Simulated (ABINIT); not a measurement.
Fe:

```
CELL_PARAMETERS angstrom
-1.44300 1.44300 1.44300
1.44300 -1.44300 1.44300
1.44300 1.44300 -1.44300
ATOMIC_POSITIONS crystal
Fe 0.00000 0.00000 0.00000
```

Base run:

| Property | Result |
| --- | --- |
| Program | ABINIT 10.8.3 (patched build) |
| Functional | PW91 |
| Potentials or basis | JTH PAW PBE v2.0 |
| Cutoff | 707 eV |
| k mesh | 13 × 13 × 13 |
| Occupations | fermi-dirac, width 0.05 eV |
| Spin | collinear spin, ferromagnetic start |
| Starting moments | [3.0] μB |

Its results: band gap on the k mesh none (metal or under the smearing width); pressure -10.9 GPa; net moment 2.23 μB per cell; site moments Fe +2.29 μB.

Q: After a change of settings the same cell gave: band gap on the k mesh none (metal or under the smearing width); pressure -18.2 GPa; net moment 2.27 μB per cell; site moments Fe +2.32 μB. Which change was it?
A. functional from PW91 to PBE
B. functional from PW91 to BLYP
C. functional from PW91 to PBE; k mesh from 13 × 13 × 13 to 8 × 8 × 8
D. functional from PW91 to PBEsol

A: D.

PBEsol binds more tightly than PW91, so the same cell stands under less pressure.

Caveats: the PAW data sets were made with another functional, which shifts forces and pressure a little (some runs); so large a pressure means that the cell lies far from this level's equilibrium, or that cutoff or potentials fall short (some runs); the potentials were made for another functional, which shifts forces and pressure (some runs).

Not every run made on this cell is shown here.
